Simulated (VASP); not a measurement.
SiO₂ (fluorite): a PBE0 single-point calculation in VASP

INCAR

```
HFRCUT = -1
ISIF = 2
PRECFOCK = Fast
ISTART = 1
LHFCALC = .TRUE.
LWAVE = .FALSE.
LCHARG = .FALSE.
ENCUT = 520
NBANDS = 15
SIGMA = 0.01
IBRION = -1
LASPH = .TRUE.
GGA = PE
AEXX = 0.25
NELM = 120
ISMEAR = 0
LREAL = .FALSE.
ALGO = Normal
PREC = Accurate
EDIFF = 1E-7
NSW = 0
```

The run starts from the orbitals of a PBE run on the same cell and mesh.

KPOINTS

```
KPOINTS created by Atomic Simulation Environment
0
Gamma
6 6 6
0 0 0
```

KPOINTS_OPT

```
special points
6
Reciprocal
0.0000000000 0.0000000000 0.0000000000 1
0.5000000000 0.0000000000 0.5000000000 1
0.5000000000 0.2500000000 0.7500000000 1
0.3750000000 0.3750000000 0.7500000000 1
0.5000000000 0.5000000000 0.5000000000 1
0.6250000000 0.2500000000 0.6250000000 1
```

POSCAR

```
Si O
 1.0000000000000000
    -0.0000000000000000    2.2641691162216273    2.2641691162216273
     2.2641691162216273   -0.0000000000000000    2.2641691162216273
     2.2641691162216273    2.2641691162216273   -0.0000000000000000
 Si  O
   1   2
Cartesian
 -0.0000000000000000  0.0000000000000000 -0.0000000000000000
  1.1320845581108139  1.1320845581108139  1.1320845581108139
  3.3962536743324403  3.3962536743324403  3.3962536743324403
```

VASP ran with the recommended PBE PAW datasets (16 valence electrons in the cell).

OSZICAR

```
N       E                     dE             d eps       ncg     rms          rms(c)
DAV:   1    -0.266211353594E+02   -0.26621E+02   -0.41656E-01   480   0.590E+00    0.207E+00
DAV:   2    -0.266235973415E+02   -0.24620E-02   -0.15084E-02   564   0.978E-01    0.169E+00
DAV:   3    -0.266201049454E+02    0.34924E-02   -0.17736E-03   522   0.367E-01    0.981E-01
DAV:   4    -0.266194520014E+02    0.65294E-03   -0.47707E-04   522   0.181E-01    0.533E-01
DAV:   5    -0.266192291911E+02    0.22281E-03   -0.13407E-04   536   0.100E-01    0.282E-01
DAV:   6    -0.266191618509E+02    0.67340E-04   -0.57807E-05   529   0.687E-02    0.150E-01
DAV:   7    -0.266191439833E+02    0.17868E-04   -0.12830E-05   550   0.325E-02    0.810E-02
DAV:   8    -0.266191386116E+02    0.53717E-05   -0.25279E-06   529   0.142E-02    0.437E-02
DAV:   9    -0.266191370908E+02    0.15208E-05   -0.72109E-07   564   0.744E-03    0.232E-02
DAV:  10    -0.266191366942E+02    0.39663E-06   -0.21360E-07   513   0.415E-03    0.123E-02
DAV:  11    -0.266191366079E+02    0.86297E-07   -0.64330E-08   359   0.242E-03
   1 F= -.26619137E+02 E0= -.26619137E+02  d E =-.524276E-16
       N       E                     dE             ncg
DAV:   1     0.567089677022E+03   -0.32793E+04      196
DAV:   2     0.105120218496E+03   -0.46197E+03      229
DAV:   3     0.841473845447E+02   -0.20973E+02      208
DAV:   4     0.839116062212E+02   -0.23578E+00      229
DAV:   5     0.839104551882E+02   -0.11510E-02      222
DAV:   6     0.839104488372E+02   -0.63511E-05      222
DAV:   7     0.839104487930E+02   -0.44169E-07      167
```

From OUTCAR

```
k-points           NKPTS =     16   k-points in BZ     NKDIM =    216   number of bands    NBANDS=     15

   NELECT =      16.0000    total number of electrons

   dimension x,y,z NGX =    24 NGY =   24 NGZ =   24
   dimension x,y,z NGXF=    48 NGYF=   48 NGZF=   48

  energy-cutoff  :      520.00
  volume of cell :       23.21
      direct lattice vectors                 reciprocal lattice vectors
     0.000000000  2.264169116  2.264169116    -0.220831561  0.220831561  0.220831561
     2.264169116  0.000000000  2.264169116     0.220831561 -0.220831561  0.220831561
     2.264169116  2.264169116  0.000000000     0.220831561  0.220831561 -0.220831561

 k-points in reciprocal lattice and weights: KPOINTS created by Atomic Simulation Env
   0.00000000  0.00000000  0.00000000       0.005
   0.16666667  0.00000000  0.00000000       0.037
   0.33333333  0.00000000  0.00000000       0.037
   0.50000000  0.00000000  0.00000000       0.019
   0.16666667  0.16666667  0.00000000       0.028
   0.33333333  0.16666667  0.00000000       0.111
   0.50000000  0.16666667  0.00000000       0.111
  -0.33333333  0.16666667  0.00000000       0.111
   ...

 E-fermi :   8.2498

 k-point     1 :       0.0000    0.0000    0.0000
  band No.  band energies     occupation
      1     -16.7321      2.00000
      2      -9.4925      2.00000
      3       1.9422      2.00000
      4       1.9422      2.00000
      5       1.9422      2.00000
      6       5.7587      2.00000
      7       5.7587      2.00000
      8       5.7587      2.00000
      9      12.6978      0.00000
     10      16.6198      0.00000
     11      16.6198      0.00000
     12      16.6198      0.00000
     13      23.2763      0.00000
     14      23.2763      0.00000
     15      25.5467      0.00000

 k-point     2 :       0.1667    0.0000    0.0000
  band No.  band energies     occupation
      1     -16.3100      2.00000
      2     -10.0297      2.00000
      3       1.6253      2.00000
      4       1.9727      2.00000
      5       1.9728      2.00000
      6       4.5939      2.00000
      7       5.2287      2.00000
      8       5.2288      2.00000
      9      14.3162      0.00000
     10      16.9775      0.00000
     11      17.3990      0.00000
     12      17.3990      0.00000
     13      24.0602      0.00000
     14      24.0602      0.00000
     15      26.9852      0.00000

 k-point     3 :       0.3333    0.0000    0.0000
  band No.  band energies     occupation
      1     -15.1154      2.00000
      2     -11.4744      2.00000
      3       0.9266      2.00000
      4       2.1824      2.00000
      5       2.1825      2.00000
      6       3.2066      2.00000
      7       4.1103      2.00000
      8       4.1104      2.00000
      9      16.1587      0.00000
     10      19.0926      0.00000
     11      19.4677      0.00000
     12      19.4677      0.00000
     13      25.0908      0.00000
     14      25.0908      0.00000
     15      27.9202      0.00000

 k-point     4 :       0.5000    0.0000    0.0000
  band No.  band energies     occupation
      1     -13.4652      2.00000
      2     -13.2579      2.00000
      3       0.5715      2.00000
      4       2.5262      2.00000
      5       2.5263      2.00000
      6       2.7217      2.00000
      7       3.3474      2.00000
      8       3.3474      2.00000
      9      16.9009      0.00000
     10      20.7098      0.00000
     11      21.1488      0.00000
     12      21.1488      0.00000
     13      24.7837      0.00000
     14      24.7837      0.00000
     15      27.4108      0.00000

 k-point     5 :       0.1667    0.1667    0.0000
  band No.  band energies     occupation
      1     -16.1805      2.00000
      2     -10.1035      2.00000
      3       1.1325      2.00000
      4       1.1325      2.00000
      5       2.5571      2.00000
      6       3.4091      2.00000
      7       6.1379      2.00000
      8       6.1379      2.00000
      9      14.0753      0.00000
     10      15.8674      0.00000
     11      18.3433      0.00000
     12      18.3433      0.00000
     13      24.0792      0.00000
     14      24.3066      0.00000
     15      27.6514      0.00000

 k-point     6 :       0.3333    0.1667    0.0000
  band No.  band energies     occupation
      1     -15.2779      2.00000
      2     -11.0282      2.00000
      3      -0.0268      2.00000
      4       0.7569      2.00000
      5       1.0101      2.00000
      6       4.5271      2.00000
      7       5.6415      2.00000
      8       5.8978      2.00000
      9      14.7245      0.00000
     10      17.4023      0.00000
     11      20.1216      0.00000
     12      20.3208      0.00000
     13      24.4093      0.00000
     14      25.1816      0.00000
     15      29.6762      0.00000

 k-point     7 :       0.5000    0.1667    0.0000
  band No.  band energies     occupation
      1     -13.7997      2.00000
      2     -12.5858      2.00000
      3      -1.1963      2.00000
      4       0.7898      2.00000
      5       1.0486      2.00000
      6       4.2475      2.00000
      7       5.0059      2.00000
      8       5.6693      2.00000
      9      16.1485      0.00000
     10      19.7406      0.00000
     11      21.6163      0.00000
     12      21.6732      0.00000
     13      23.2501      0.00000
     14      25.4519      0.00000
     15      30.3098      0.00000

 k-point     8 :      -0.3333    0.1667    0.0000
  band No.  band energies     occupation
      1     -14.2983      2.00000
      2     -12.1231      2.00000
      3      -1.1485      2.00000
      4       1.3802      2.00000
      5       2.0496      2.00000
      6       3.2355      2.00000
      7       3.9940      2.00000
      8       6.3986      2.00000
      9      16.3412      0.00000
     10      19.8907      0.00000
     11      19.9574      0.00000
     12      21.4597      0.00000
     13      22.8559      0.00000
     14      25.9129      0.00000
     15      30.2601      0.00000

 k-point     9 :      -0.1667    0.1667    0.0000
  band No.  band energies     occupation
      1     -15.6416      2.00000
      2     -10.7585      2.00000
      3       0.0800      2.00000
      4       2.4257      2.00000
      5       2.8081      2.00000
      6       2.9807      2.00000
      7       3.6063      2.00000
      8       6.4785      2.00000
      9      15.2773      0.00000
     10      17.6404      0.00000
     11      17.9367      0.00000
     12      19.7110      0.00000
     13      24.1239      0.00000
     14      25.1805      0.00000
     15      28.6642      0.00000

 k-point    10 :       0.3333    0.3333    0.0000
  band No.  band energies     occupation
      1     -14.7852      2.00000
      2     -11.0832      2.00000
      3      -1.9425      2.00000
      4      -0.0936      2.00000
      5      -0.0936      2.00000
      6       6.4604      2.00000
      7       6.7975      2.00000
      8       6.7975      2.00000
      9      13.1527      0.00000
     10      17.4977      0.00000
     11      21.9991      0.00000
     12      21.9991      0.00000
     13      23.7798      0.00000
     14      26.4313      0.00000
     15      31.2063      0.00000

 k-point    11 :       0.5000    0.3333    0.0000
  band No.  band energies     occupation
      1     -13.8601      2.00000
      2     -11.8183      2.00000
      3      -3.2467      2.00000
      4      -0.3135      2.00000
      5      -0.1686      2.00000
      6       6.2586      2.00000
      7       6.5523      2.00000
      8       7.5507      2.00000
      9      13.7523      0.00000
     10      19.3131      0.00000
     11      22.0901      0.00000
     12      23.1020      0.00000
     13      23.3353      0.00000
     14      27.2717      0.00000
     15      30.0031      0.00000

 k-point    12 :      -0.3333    0.3333    0.0000
  band No.  band energies     occupation
      1     -13.0497      2.00000
      2     -12.8971      2.00000
      3      -2.9799      2.00000
      4       0.1242      2.00000
      5       0.5794      2.00000
      6       4.8512      2.00000
      7       5.5069      2.00000
      8       7.6549      2.00000
      9      15.7809      0.00000
     10      20.3814      0.00000
     11      21.5873      0.00000
     12      21.6264      0.00000
     13      22.1044      0.00000
     14      26.8618      0.00000
     15      30.8376      0.00000

 k-point    13 :       0.5000    0.5000    0.0000
  band No.  band energies     occupation
      1     -13.8130      2.00000
      2     -11.4945      2.00000
      3      -4.0647      2.00000
      4      -0.5944      2.00000
      5      -0.5944      2.00000
      6       7.1250      2.00000
      7       7.1250      2.00000
      8       8.1969      2.00000
      9      12.5316      0.00000
     10      19.0738      0.00000
     11      22.3217      0.00000
     12      24.0879      0.00000
     13      24.0879      0.00000
     14      29.1397      0.00000
     15      29.1589      0.00000

 ...

  Total       -0.5398561     -0.5398561     -0.5398561      0.0000000      0.0000000     -0.0000000
  in kB      -37.2590718    -37.2590718    -37.2590718      0.0000000      0.0000000     -0.0000000
  external PRESSURE =     -37.2590718 kB  Pullay stress =       0.0000000 kB

 POSITION                                       TOTAL-FORCE (eV/Angst)
 -----------------------------------------------------------------------------------
      0.00000      0.00000      0.00000        -0.000000     -0.000000     -0.000000
      1.13208      1.13208      1.13208         0.000000      0.000000      0.000000
      3.39625      3.39625      3.39625        -0.000000     -0.000000     -0.000000
 -----------------------------------------------------------------------------------
    total drift:                               -0.000000      0.000000      0.000000

  FREE ENERGIE OF THE ION-ELECTRON SYSTEM (eV)
  ---------------------------------------------------
  free  energy   TOTEN  =       -26.6191366079 eV

  energy  without entropy=      -26.6191366079  energy(sigma->0) =      -26.61913661
```

```yaml
gap_between_bands_v_and_c: 4.33 eV
least_direct_gap: 4.33 eV
pressure: -3.7 GPa
```

Band v is the last that the valence electrons fill when counted band by band, and c is the next.
